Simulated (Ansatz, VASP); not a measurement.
## TiAl in VASP and in Ansatz

File INCAR:

```
SYSTEM = TiAl
PREC = Accurate
ENCUT = 520
EDIFF = 1E-6
ISMEAR = -1
SIGMA = 0.1
LREAL = .FALSE.
LASPH = .TRUE.
NELM = 60
ALGO = Normal
ISIF = 2
LWAVE = .FALSE.
LCHARG = .FALSE.
GGA = PS
NBANDS = 14
```

The input KPOINTS:

```
regular mesh
0
G
  9 9 5
  0 0 0
```

POSCAR

```
TiAl
1.0
    2.8672600000      0.0000000000      0.0000000000
   -1.4336300000      2.4831200000      0.0000000000
    0.0000000000      0.0000000000      4.6780800000
Ti Al
1 1
Direct
    0.0000000000      0.0000000000      0.0000000000
    0.3333333333      0.6666666667      0.5000000000
```

Input for Ansatz:

```yaml
crystal:
  lattice:
    - [2.86726, 0.0, 0.0]
    - [-1.43363, 2.48312, 0.0]
    - [0.0, 0.0, 4.67808]
  atoms:
    - { symbol: Ti, position: [0.0, 0.0, 0.0] }
    - { symbol: Al, position: [0.3333333333333333, 0.6666666666666666, 0.5] }
basis:
  ecutwfc: 435.382179935808
kpoints:
  mp_grid:
    grid: [9, 9, 5]
hamiltonian:
  xc: pbesol
scf:
  convergence:
    dr2_threshold: 1.0e-07
  occupations:
    method: fermi_dirac
    width: 0.1
output:
  forces: true
  stress: true
```

The cell comes from a database or a generator and needn't be the stable form of this composition.

Alike in both runs: task single point; functional PBEsol; k mesh 9 × 9 × 5; occupations fermi-dirac, width 0.1 eV; no spin polarisation.

|  | VASP | Ansatz |
| --- | --- | --- |
| version | VASP 6.6.1 | Ansatz 0.2.0 |
| potentials or method | VASP PAW PBE potentials, release 64 (Ti_sv, Al) | plane waves, PAW |
| plane-wave cutoff (eV) | 520 | 435 |
| valence electrons in the cell | 15 | 15 |

VASP gave:

```
pressure (GPa)                                  : -2.8
largest component of the traceless stress (GPa) : 0.83
```

Question: What did Ansatz give for the same quantities?

Answer: Pressure (GPa): -2.8; largest component of the traceless stress (GPa): 0.89.

The functional is the same, so the differences come from potentials, cutoffs and numerics. Ansatz warned: «stress_scf_threshold_loose».

Caveats: the PAW data sets were made with another functional, which shifts forces and pressure a little (VASP).
